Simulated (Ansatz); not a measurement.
**The honeycomb GaP bilayer (AB) under a gate**

Wanted: Fermi level and gate voltage of the honeycomb GaP bilayer (AB) as it is charged.

Method: plane-wave DFT, PBE-D3(BJ), Ansatz PAW, in Ansatz 0.2.0.

### 1. Starting point

The cell holds 4 atoms: 2 P and 2 Ga. Its edges and angles: a = 3.900 Å, b = 3.900 Å, c = 38.800 Å, α = 90.0°, β = 90.0°, γ = 120.0°. Regions: layer 1: honeycomb GaP, 2 atoms (1 P and 1 Ga); layer 2: honeycomb GaP, 2 atoms (1 P and 1 Ga). Vacuum lies along c.

### 2. Relaxation

The starting cell is a guess, so the in-plane lattice and the atoms are relaxed first, with the slab cut off from its images along the normal.

Contents of input.yaml:

```yaml
crystal:
  lattice:
    - [3.9, 0.0, 0.0]
    - [-1.95, 3.3774990748, 0.0]
    - [0.0, 0.0, 38.8000000004]
  atoms:
    - { symbol: P, position: [0.6666666667, 0.3333333333, 0.449742268] }
    - { symbol: Ga, position: [0.3333333333, 0.6666666667, 0.4600515464] }
    - { symbol: P, position: [0.0, 0.0, 0.5399484536] }
    - { symbol: Ga, position: [0.6666666667, 0.3333333333, 0.550257732] }
  periodic: [true, true, false]
kpoints:
  mp_grid: { grid: [12, 12, 1] }
hamiltonian:
  xc: pbe
  dispersion: d3bj
scf:
  occupations: { method: fermi_dirac, width: 0.05 }
  convergence: { dr2_threshold: 1.0e-09 }
relax:
  f_tol: 0.004
  max_steps: 90
  cell: {}
output:
  write_potential: true
  write_density: true
  volumetric_format: npy
```

The run is started by

```bash
> ansatz run input.yaml --threads 4 --pin off --max-ram 16384MiB --backend cpu --events-out ev --progress --plain --runs-dir out
```

Numbers of over 12 decimals in the logs are rounded to 6 here.

Log:

```text
Warning: relax.cell: scf.convergence.dr2_threshold = 1e-9 eV is looser than the 2.07028621612e-10 eV advised for a relaxation that steers and ends on the stress (1e-10 eV for each atom of the cell: 4, times the square of relax.cell.stress_2d_tol = 0.05 N/m over 13.9 Å (the atoms' height at the walk's start and 5 Å past either face), 3.597e-2 GPa, over a crystal's default 0.05). What an SCF threshold leaves in a stress goes as its square root, and in the free energy as the threshold itself, and one threshold admits the most on a small cell: [figures from the program's tests cut] Set scf.convergence.dr2_threshold to 2.07028621612e-10 eV or tighter. [rest of the remark cut]
Engine: ansatz 0.2.0, aarch64-unknown-linux-gnu
Pseudopotentials: kind: paw
Pseudopotential: P, paw, valence charge 5, recommended cutoff 420 eV (normal), P.paw.azcp
Pseudopotential: Ga, paw, valence charge 13, recommended cutoff 420 eV (normal), Ga.paw.azcp
Functional definition: PBE
  parameter kappa = 0.804
  parameter beta = 0.066725
  exchange = pbe_x(kappa = kappa, mu = beta*pi^2/3)
  correlation = pbe_c(beta = beta)
Crystal: 4 atoms, lattice volume = 511.083 Å³
Basis set: ecut = 420 eV, 10101 PW (Γ), exchange–correlation on 54×54×540 points (8 copies of the dense FFT grid, shifted against one another)
Bands: 22, of which v1, the nominal top of the filled ones, is band 18 counted from 1 (17 counted from 0)
Symmetry: 6 space group operations
Space group: P3m1 (ITA 156), of the structure as read, at distance tolerance 8.0e-5 Å
k-points: 19 of 144 (time reversal used)
Non-local potential: P, projectors of the file, l = 0: 2, l = 1: 2, l = 2: 2
Non-local potential: Ga, projectors of the file, l = 0: 2, l = 1: 2, l = 2: 3, l = 3: 1
PAW form: soft (Blöchl's): semilocal exchange-correlation on the pseudo side does not see the compensation charge
PAW one-centre angular grid: P, 110 points (default); XC on 64 Gauss nodes
PAW one-centre angular grid: Ga, 590 points (default); XC on 64 Gauss nodes
Initial density: superposition of atomic densities (neutral atoms: chi_scale 0, normalization atom), corrected by the library's trained network
Initial wavefunctions: pseudopotential atomic-orbital guess
Functional: x = pbe(κ = 0.804, μ = 0.219515), c = pbe(β = 0.066725)
SCF iter   1: F=—  HF=-9078.142722 eV  |F-HF|=—  |Δ(HF+E_count)|=         —  Δρ=1.53e-3  dr2=2.14e-2  ethr=1.77e-3  ⟨swp⟩=12.7  Hψ=3259  notcnv=0
preconditioner: auto → Resta (q_TF=auto, 1.753 Å⁻¹)  ε∞=1.5  [insulator: Δε(μ)=1.300 eV  Ē_g=13.289 eV  σ=0.050 eV  W_gap=1.00  n_scr=20 (ndim 8)  ℏωp=9.9 eV  f_vac=0.788  D(μ)=0.00/eV (n_scr^D=0)  ε∞_Penn≈1.5  vacuum switching on, ρ_ref=1.3e-2 e/Å³]
SCF iter   2: F=—  HF=-9078.138732 eV  |F-HF|=—  |Δ(HF+E_count)|=   3.99e-3  Δρ=6.67e-4  dr2=7.62e-3  ethr=5.94e-5  ⟨swp⟩=3.3  Hψ=1086  notcnv=0
SCF iter   3: F=—  HF=-9078.139183 eV  |F-HF|=—  |Δ(HF+E_count)|=   4.51e-4  Δρ=4.14e-4  dr2=6.54e-3  ethr=2.12e-5  ⟨swp⟩=3.8  Hψ=898  notcnv=0
SCF iter   4: F=—  HF=-9078.138682 eV  |F-HF|=—  |Δ(HF+E_count)|=   5.01e-4  Δρ=1.66e-4  dr2=3.73e-4  ethr=1.82e-5  ⟨swp⟩=2.3  Hψ=570  notcnv=0
SCF iter   5: F=—  HF=-9078.138739 eV  |F-HF|=—  |Δ(HF+E_count)|=   5.64e-5  Δρ=7.89e-5  dr2=4.25e-5  ethr=1.04e-6  ⟨swp⟩=3.3  Hψ=820  notcnv=0
SCF iter   6: F=—  HF=-9078.138796 eV  |F-HF|=—  |Δ(HF+E_count)|=   5.75e-5  Δρ=2.54e-5  dr2=2.99e-6  ethr=1.18e-7  ⟨swp⟩=2.4  Hψ=645  notcnv=0
SCF iter   7: F=—  HF=-9078.138803 eV  |F-HF|=—  |Δ(HF+E_count)|=   6.92e-6  Δρ=7.55e-6  dr2=3.11e-7  ethr=8.30e-9  ⟨swp⟩=2.7  Hψ=820  notcnv=0
SCF iter   8: F=—  HF=-9078.138804 eV  |F-HF|=—  |Δ(HF+E_count)|=   7.06e-7  Δρ=2.36e-6  dr2=2.87e-8  ethr=8.64e-10  ⟨swp⟩=2.9  Hψ=841  notcnv=0
SCF iter   9: F=—  HF=-9078.138804 eV  |F-HF|=—  |Δ(HF+E_count)|=   1.83e-7  Δρ=7.84e-7  dr2=2.62e-9  ethr=7.96e-11  ⟨swp⟩=3.1  Hψ=890  notcnv=0
SCF iter  10: F=-9078.138804 eV  HF=-9078.138804 eV  |F-HF|=3.94e-9  |Δ(HF+E_count)|=   2.10e-8  Δρ=2.18e-7  dr2=2.09e-10  ethr=2.78e-12  ⟨swp⟩=11.0  Hψ=3371  notcnv=0
SCF 1 converged in 10 iterations: F = -9078.138804 eV  dr2 = 2.09e-10
  greatest PAW one-centre occupation: 0.995 electrons in one spin orbital (limit 2), on the Ga atom at site 3 (counted from 0), in its partial waves of l = 2
relax step   1: F+E_penalty+E_count = -9078.13880383 eV  Δ(F+E_penalty+E_count) = +0.000e0 eV  max|allowed force component| = 6.067e-2 eV/Å  Δτ_max = 0.0000 Å  P = -0.988 N/m  Ω = 511.083 Å³  fix = [c, alpha, beta]  reactions: c -0.000 N/m  (10 SCF iters, accepted)
Crystal: 4 atoms, lattice volume = 507.592 Å³
Basis set: ecut = 420 eV, 10005 PW (Γ), exchange–correlation on 54×54×540 points (8 copies of the dense FFT grid, shifted against one another)
Initial density: handed on by an earlier stage of this run
Initial wavefunctions: those handed on with the density
iter 1 solved again at ethr=1.78e-4 eV; its pass at ethr=3.10e-3 eV (dr2=6.41e-2 eV) is discarded
SCF iter   1: F=—  HF=-9078.143590 eV  |F-HF|=—  |Δ(HF+E_count)|=         —  Δρ=3.59e-3  dr2=6.69e-2  ethr=1.78e-4  ⟨swp⟩=2.3  Hψ=3326  notcnv=0
preconditioner: auto → Resta (q_TF=auto, 1.755 Å⁻¹)  ε∞=1.6  [insulator: Δε(μ)=1.394 eV  Ē_g=13.321 eV  σ=0.050 eV  W_gap=1.00  n_scr=20 (ndim 8)  ℏωp=9.9 eV  f_vac=0.778  D(μ)=0.00/eV (n_scr^D=0)  ε∞_Penn≈1.6  vacuum switching on, ρ_ref=1.3e-2 e/Å³]
SCF iter   2: F=—  HF=-9078.139450 eV  |F-HF|=—  |Δ(HF+E_count)|=   4.14e-3  Δρ=1.72e-3  dr2=2.72e-2  ethr=1.78e-4  ⟨swp⟩=4.5  Hψ=1015  notcnv=0
SCF iter   3: F=—  HF=-9078.136265 eV  |F-HF|=—  |Δ(HF+E_count)|=   3.18e-3  Δρ=1.14e-3  dr2=4.05e-3  ethr=7.55e-5  ⟨swp⟩=3.1  Hψ=645  notcnv=0
SCF iter   4: F=—  HF=-9078.137417 eV  |F-HF|=—  |Δ(HF+E_count)|=   1.15e-3  Δρ=4.25e-4  dr2=4.01e-3  ethr=1.13e-5  ⟨swp⟩=2.7  Hψ=943  notcnv=0
SCF iter   5: F=—  HF=-9078.136953 eV  |F-HF|=—  |Δ(HF+E_count)|=   4.65e-4  Δρ=9.43e-5  dr2=4.69e-5  ethr=1.11e-5  ⟨swp⟩=2.0  Hψ=493  notcnv=0
SCF iter   6: F=—  HF=-9078.137005 eV  |F-HF|=—  |Δ(HF+E_count)|=   5.19e-5  Δρ=6.18e-5  dr2=1.02e-5  ethr=1.30e-7  ⟨swp⟩=3.1  Hψ=898  notcnv=0
SCF iter   7: F=—  HF=-9078.137002 eV  |F-HF|=—  |Δ(HF+E_count)|=   2.37e-6  Δρ=1.84e-5  dr2=1.03e-6  ethr=2.84e-8  ⟨swp⟩=2.9  Hψ=868  notcnv=0
SCF iter   8: F=—  HF=-9078.137012 eV  |F-HF|=—  |Δ(HF+E_count)|=   1.02e-5  Δρ=3.36e-6  dr2=1.01e-7  ethr=2.85e-9  ⟨swp⟩=2.7  Hψ=823  notcnv=0
SCF iter   9: F=—  HF=-9078.137012 eV  |F-HF|=—  |Δ(HF+E_count)|=   3.17e-9  Δρ=1.18e-6  dr2=6.29e-9  ethr=2.81e-10  ⟨swp⟩=3.1  Hψ=830  notcnv=0
[...]
SCF iter   2: F=—  HF=-9078.145527 eV  |F-HF|=—  |Δ(HF+E_count)|=   2.65e-3  Δρ=1.39e-3  dr2=1.45e-2  ethr=1.11e-4  ⟨swp⟩=4.2  Hψ=1009  notcnv=0
SCF iter   3: F=—  HF=-9078.143885 eV  |F-HF|=—  |Δ(HF+E_count)|=   1.64e-3  Δρ=9.19e-4  dr2=2.02e-3  ethr=4.04e-5  ⟨swp⟩=2.2  Hψ=586  notcnv=0
SCF iter   4: F=—  HF=-9078.144649 eV  |F-HF|=—  |Δ(HF+E_count)|=   7.64e-4  Δρ=2.74e-4  dr2=2.02e-3  ethr=5.62e-6  ⟨swp⟩=3.6  Hψ=905  notcnv=0
SCF iter   5: F=—  HF=-9078.144414 eV  |F-HF|=—  |Δ(HF+E_count)|=   2.35e-4  Δρ=7.13e-5  dr2=2.53e-5  ethr=5.61e-6  ⟨swp⟩=2.1  Hψ=476  notcnv=0
SCF iter   6: F=—  HF=-9078.144439 eV  |F-HF|=—  |Δ(HF+E_count)|=   2.46e-5  Δρ=4.07e-5  dr2=6.39e-6  ethr=7.02e-8  ⟨swp⟩=3.1  Hψ=849  notcnv=0
SCF iter   7: F=—  HF=-9078.144440 eV  |F-HF|=—  |Δ(HF+E_count)|=   1.29e-6  Δρ=1.37e-5  dr2=6.80e-7  ethr=1.77e-8  ⟨swp⟩=2.3  Hψ=782  notcnv=0
SCF iter   8: F=—  HF=-9078.144447 eV  |F-HF|=—  |Δ(HF+E_count)|=   7.23e-6  Δρ=3.06e-6  dr2=1.43e-7  ethr=1.89e-9  ⟨swp⟩=3.1  Hψ=866  notcnv=0
SCF iter   9: F=—  HF=-9078.144447 eV  |F-HF|=—  |Δ(HF+E_count)|=   2.31e-8  Δρ=1.07e-6  dr2=8.11e-9  ethr=3.96e-10  ⟨swp⟩=2.4  Hψ=706  notcnv=0
SCF iter  10: F=—  HF=-9078.144447 eV  |F-HF|=—  |Δ(HF+E_count)|=   7.09e-9  Δρ=5.74e-7  dr2=1.45e-9  ethr=2.25e-11  ⟨swp⟩=3.3  Hψ=966  notcnv=0
SCF iter  11: F=-9078.144447 eV  HF=-9078.144447 eV  |F-HF|=1.98e-10  |Δ(HF+E_count)|=  8.40e-10  Δρ=2.06e-7  dr2=5.29e-10  ethr=2.78e-12  ⟨swp⟩=10.3  Hψ=3260  notcnv=0
SCF 3 converged in 11 iterations: F = -9078.144447 eV  dr2 = 5.29e-10
relax step   3: F+E_penalty+E_count = -9078.14444724 eV  Δ(F+E_penalty+E_count) = -5.643e-3 eV  max|allowed force component| = 1.856e-2 eV/Å  Δτ_max = 0.0376 Å  P = +0.324 N/m  Ω = 503.437 Å³  energy of the carried Pulay correction = +2.963e-4 eV  fix = [c, alpha, beta]  reactions: c +0.000 N/m  (11 SCF iters, accepted)
[...]
relax step   4: F+E_penalty+E_count = -9078.14484407 eV  Δ(F+E_penalty+E_count) = -3.968e-4 eV  max|allowed force component| = 8.447e-3 eV/Å  Δτ_max = 0.0050 Å  P = -0.000 N/m  Ω = 505.186 Å³  energy of the carried Pulay correction = +2.282e-4 eV  fix = [c, alpha, beta]  reactions: c -0.000 N/m  (8 SCF iters, accepted)
[...]
relax step   5: F+E_penalty+E_count = -9078.14488346 eV  Δ(F+E_penalty+E_count) = -3.939e-5 eV  max|allowed force component| = 4.322e-3 eV/Å  Δτ_max = 0.0097 Å  P = +0.004 N/m  Ω = 505.227 Å³  energy of the carried Pulay correction = +2.266e-4 eV  fix = [c, alpha, beta]  reactions: c +0.000 N/m  (8 SCF iters, accepted)
[...]
relax step   6: F+E_penalty+E_count = -9078.14489197 eV  Δ(F+E_penalty+E_count) = -8.511e-6 eV  max|allowed force component| = 3.259e-4 eV/Å  Δτ_max = 0.0024 Å  P = +0.000 N/m  Ω = 505.249 Å³  energy of the carried Pulay correction = +2.257e-4 eV  fix = [c, alpha, beta]  reactions: c +0.000 N/m  (7 SCF iters, accepted)
Initial wavefunctions: pseudopotential atomic-orbital guess (no wavefunctions were taken with the density)
iter 1 solved again at ethr=5.68e-7 eV; its pass at ethr=3.10e-3 eV (dr2=2.04e-4 eV) is discarded
SCF iter   1: F=—  HF=-9078.144657 eV  |F-HF|=—  |Δ(HF+E_count)|=         —  Δρ=5.85e-6  dr2=4.82e-8  ethr=5.68e-7  ⟨swp⟩=4.7  Hψ=4847  notcnv=0
eigensolver tolerance schedule: the retry pair's looser diagonalisation over-reported the residual by 4237.82 of it (diagonalisation noise at 3.48 of the residual, at the tolerance the schedule requests for it); recorded, not acted on — ethr = c·dr2/N_el stays at c = 1.0e-1
preconditioner: auto → Resta (q_TF=auto, 1.757 Å⁻¹)  ε∞=1.6  [insulator: Δε(μ)=1.347 eV  Ē_g=13.323 eV  σ=0.050 eV  W_gap=1.00  n_scr=20 (ndim 8)  ℏωp=9.9 eV  f_vac=0.785  D(μ)=0.00/eV (n_scr^D=0)  ε∞_Penn≈1.6  vacuum switching on, ρ_ref=1.3e-2 e/Å³]
SCF iter   2: F=—  HF=-9078.144672 eV  |F-HF|=—  |Δ(HF+E_count)|=   1.52e-5  Δρ=3.99e-6  dr2=2.89e-8  ethr=1.34e-10  ⟨swp⟩=4.6  Hψ=1440  notcnv=0
SCF iter   3: F=—  HF=-9078.144672 eV  |F-HF|=—  |Δ(HF+E_count)|=   2.27e-8  Δρ=7.72e-7  dr2=8.98e-9  ethr=8.03e-11  ⟨swp⟩=2.0  Hψ=759  notcnv=0
SCF iter   4: F=—  HF=-9078.144672 eV  |F-HF|=—  |Δ(HF+E_count)|=   1.36e-9  Δρ=4.22e-7  dr2=8.36e-9  ethr=2.49e-11  ⟨swp⟩=3.0  Hψ=841  notcnv=0
SCF iter   5: F=-9078.144672 eV  HF=-9078.144672 eV  |F-HF|=1.46e-11  |Δ(HF+E_count)|=   1.10e-9  Δρ=1.50e-7  dr2=9.91e-11  ethr=2.78e-12  ⟨swp⟩=14.1  Hψ=3914  notcnv=0
SCF 7 converged in 5 iterations: F = -9078.144672 eV  dr2 = 9.91e-11
relax step   7: F+E_penalty+E_count = -9078.14467215 eV  Δ(F+E_penalty+E_count) = +2.198e-4 eV  max|allowed force component| = 3.380e-4 eV/Å  Δτ_max = 0.0000 Å  P = -0.001 N/m  Ω = 505.249 Å³  fix = [c, alpha, beta]  reactions: c -0.000 N/m  stress off target by 8.29e-4 N/m on what of the cell is left free  SCF on the basis re-selected at this cell (its energy is not comparable with the rows above)  (5 SCF iters)
basis re-selected at this cell: Δ(F+E_penalty+E_count) = +2.198e-4 eV, ΔP = -0.001 N/m vs the last step (what re-selecting the basis moved, of the pressure what is left beyond the Pulay correction that the steps carried, after the strain that the cell walked since its last selection, with what the two solves' SCF thresholds leave and, on support functions, any second-order correction that the steps lacked; it is no m [...]
SCF converged after 5 iterations
Free energy (F): -9078.144672 eV
Harris-Foulkes:  -9078.144672 eV  (|F-HF|=1.46e-11)
Internal energy: -9078.144672 eV  (E = F + TS)
E sigma→0 (E₀):  -9078.144672 eV
Entropy (-TS):   -0.000000 eV (-0.000 meV/atom)
Fermi energy:    -4.600877 eV
--- Per-component energies (eV) ---
  E_band       = -552.328659
  E_kinetic    = 368.901016
  E_local      = -72934.751692  (includes V_loc(G=0)·N_el)
  E_nonlocal   = 916.123272
  E_hartree    = 36083.220673
  E_xc         = -259.492937
  E_vxc        = -234.974935  (∫ρ·V_xc dr)
  E_paw        = -5114.432513  (= ΣΔE_a)
  E_vpaw       = -834.067658  (= ΣTr[D̂ρ^β])
  E_aug_tail   = -0.000219  (compensation charges beyond the density's cutoff)
  E_ewald      = 31863.066523
  E_disp       = -0.778794  (pairwise vdW)
  E_smearing   = -0.000000  (= −TS)
  E_closure    = 0.000000  (closes the sum)
  Σ components = -9078.144672   (vs F -9078.144672, Δ=0.00e0)
--- Forces (eV/Å), atoms counted from 1 ---
  atom   1  P     -0.00000000     0.00000000    -0.00002778
  atom   2  Ga     0.00000000    -0.00000000    -0.00025775
  atom   3  P     -0.00000000     0.00000000    -0.00005300
  atom   4  Ga     0.00000000    -0.00000000     0.00033776
  max |Σ_I F_I| component: 7.66e-7 eV/Å
--- 2D stress c σ (N/m, compression-positive) ---
       -0.000829      -0.000000       0.000000
       -0.000000      -0.000829      -0.000000
        0.000000      -0.000000      -0.000000
  P = ½ c Tr σ = -0.0008 N/m
--- Band table (eV; the first three rows and the last of 19) ---
  k-point 0: bands = [... 14 lower, -6.1209, -6.1209, -5.5299, -5.5299, -3.8252, -3.3305, -1.7367, -0.8930]
  k-point 1: bands = [... 14 lower, -6.5538, -6.2674, -6.1643, -5.6647, -3.2720, -2.7570, -1.6606, -0.9896]
  k-point 2: bands = [... 14 lower, -7.4712, -6.6143, -6.3206, -5.9905, -2.7811, -2.2592, -1.5780, -0.7187]
  k-point 18: bands = [... 14 lower, -9.3196, -8.7402, -5.7142, -5.3326, -3.3054, -3.2265, 0.5220, 0.5699]
  the weakly bound empty levels are not read free of the cell's end (no_gap_told)
--- Relaxed structure (6 steps of the walk, 5 accepted, 1 SCFs on fresh bases) ---
  F+E_penalty+E_count = -9078.14467215 eV   max|allowed force component| = 3.380e-4 eV/Å   (the final SCF, on the basis selected at the relaxed cell)
  cell:  # Å, volume = 505.2490 Å³
    - [3.877676, 0, 0]
    - [-1.938838, 3.358166, 0]
    - [0, 0, 38.8000000004]
  atoms:
    - { symbol: P, position: [0.666667, 0.333333, 0.448728] }
    - { symbol: Ga, position: [0.333333, 0.666667, 0.459835] }
    - { symbol: P, position: [-2.296095436895024e-17, -1.816633311904039e-17, 0.540742] }
    - { symbol: Ga, position: [0.666667, 0.333333, 0.550694] }
```

Wall time 40 s (4 threads of Arm Neoverse V1, shared host); peak memory 0.79 GiB.

Relaxation path:

```
step  energy less that of the first step (eV)  largest force component (eV/Å)  volume (Å³)
   1                                   0.0000                          0.0607       511.08
   2                                   0.0018                          0.0535       507.59
   3                                  -0.0056                          0.0186       503.44
   4                                  -0.0060                          0.0084       505.19
   5                                  -0.0061                          0.0043       505.23
   6                                  -0.0061                          0.0003       505.25
  7*                                  -0.0059                          0.0003       505.25
```

Relaxation steps marked * repeat the geometry before them on a plane-wave basis chosen anew for their cell, so energy and pressure can jump there. Relaxation step 2 was tried and not accepted.

Forces are held to the 6 operations that the run works with; a distortion that breaks them can't arise in this run.

```
cell as run  before  after  change
      a (Å)   3.900  3.878  -0.6 %
      b (Å)   3.900  3.878  -0.6 %
```

The atoms that moved most (Å, along periodic axes as changes of fractional coordinates times the final cell, across vacuum about the mean position):

```
atom     dx     dy      dz  length
  P1  0.000  0.000  -0.039   0.039
  P3  0.000  0.000   0.031   0.031
 Ga4  0.000  0.000   0.017   0.017
 Ga2  0.000  0.000  -0.008   0.008
```

Final coordinates:

```cif
data_structure
_symmetry_space_group_name_H-M 'P 1'
_symmetry_Int_Tables_number 1
_cell_length_a 3.8777
_cell_length_b 3.8777
_cell_length_c 38.8000
_cell_angle_alpha 90.000
_cell_angle_beta 90.000
_cell_angle_gamma 120.000
_cell_volume 505.25
loop_
_atom_site_label
_atom_site_type_symbol
_atom_site_fract_x
_atom_site_fract_y
_atom_site_fract_z
_atom_site_occupancy
P1 P 0.66667 0.33333 0.44873 1
Ga2 Ga 0.33333 0.66667 0.45984 1
P3 P 0.00000 0.00000 0.54074 1
Ga4 Ga 0.66667 0.33333 0.55069 1
```

The lattice constant a goes from 3.900 to 3.878 Å.

[end of part 1 of 4]

[Logs are printed without paths, hosts, clocks, repeated set-up lines and the standing remarks that a program may print on its own settings, such as how far it seeks lower states.]

[Hosts, paths, dates, database ids (printed as entryN), source tags and the programs' standing remarks are cut or masked in the printed files.]

[Maps of the electrostatic potential energy from Ansatz leave out the sawtooth potential of an applied field or a dipole correction, so their vacuum need not be flat; planar profiles and work functions include it.]
